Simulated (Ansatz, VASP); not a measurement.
AlGaN2 in VASP and in Ansatz

```
CELL_PARAMETERS angstrom
3.23510 0.00000 0.00000
0.00000 3.23510 0.00000
0.00000 0.00000 4.55655
ATOMIC_POSITIONS crystal
Al 0.50000 0.50000 0.50000
Ga 0.00000 0.00000 0.00000
N 0.50000 0.00000 0.73826
N 0.00000 0.50000 0.26174
```

Change from the starting cell: strain +0.030 along x and y, +0.030 along z, atoms carried along.

Alike in both runs: task single point; functional r2SCAN; k mesh 8 × 8 × 6; occupations gaussian, width 0.05 eV; no spin polarisation.

|  | VASP | Ansatz |
| --- | --- | --- |
| version | VASP 6.6.1 | Ansatz 0.2.0 |
| potentials or method | VASP PAW PBE potentials, release 64 (Al, Ga_d, N) | scalar-relativistic, plane waves, PAW |
| plane-wave cutoff (eV) | 520 | 500 |
| valence electrons in the cell | 26 | 26 |

```tsv
	VASP	Ansatz	Ansatz less VASP
gap on the k mesh at the Fermi level (eV)	2.69	2.68	-0.010
least direct gap on the mesh (eV)	2.69	2.68	-0.010
pressure (GPa)	-15.1	-15.3	-0.20
largest component of the traceless stress (GPa)	0.14	0.11	-0.025
rms of the force components (eV/Å)	0.000	0.031	+0.0305
```

Atom by atom the forces differ by 0.031 eV/Å (rms over components).

Caveats: so large a pressure means that the cell lies far from this level's equilibrium, or that cutoff or potentials fall short (VASP); the potentials were made for another functional, which shifts forces and pressure (VASP).
